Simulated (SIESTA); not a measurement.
Sn in SIESTA: the effect of basis

Crystal: Sn.

```
Sn
1.0
    -1.72654    1.77555    2.33834
     1.72654   -1.77555    2.33834
     1.72654    1.77555   -2.33834
Sn
1
Direct
  0.00000 0.00000 0.00000
```

This isn't the form of Sn at room conditions, which is tetragonal (white tin).

Alike in all runs:

| Quantity | Value |
| --- | --- |
| Program | SIESTA 5.4.2 |
| Task | band structure |
| Functional | PBE |
| Potentials or basis | PseudoDojo 0.4 standard (PBE files) |
| Grid cutoff | 500 Ry |
| Energy shift | 0.003 Ry |
| k mesh | 11 × 11 × 11 |
| Occupations | fermi-dirac, width 0.05 eV |
| Spin | no spin polarisation |

```csv
basis,pressure (GPa)
SZ,?
SZP,0.7
DZ,0.8
DZP,-0.1
DZDP,-0.7
TZP,-0.6
TZDP,-0.8
```

What does the run with basis SZ give?

Pressure 4.7 GPa.

Caveats: the basis of atomic orbitals isn't converged, which shifts pressures, moduli and gaps; the basis has no polarisation orbitals (some runs).
